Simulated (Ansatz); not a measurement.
Method: PBE with spin–orbit coupling; two-component spinors; PAW, 420 eV, 10×10×10 k-mesh, Gaussian smearing of 0.05 eV; code Ansatz; PAW files: Ansatz's generated set soft_2.

A compound XS has these computed properties.

```json
{
 "Space group": "F-43m (No. 216)",
 "Conventional cell": "a = 5.968 Å, b = 5.968 Å, c = 5.968 Å, α = 90.00°, β = 90.00°, γ = 90.00°",
 "Volume": "26.57 Å³/atom",
 "Band gap": "0.05 eV (close to the smearing width)",
 "Smallest direct gap": "0.09 eV",
 "Magnetic state": "non-magnetic",
 "Site spin moments": "none",
 "Bulk modulus (Birch–Murnaghan)": "52 GPa",
 "Pressure derivative B0′": "5.0"
}
```

Sites: X on 4a, S on 4c.

Task: Which element is X?
A. Hg
B. Pt
C. Pb
D. Au

Result: A. X is Hg, so the compound is HgS.

The chain of runs began from a cell as deposited in COD, expanded in volume. The relaxed cell is 6 % larger in volume than the cell of this structure in the Crystallography Open Database (25.05 Å³/atom, 1963).
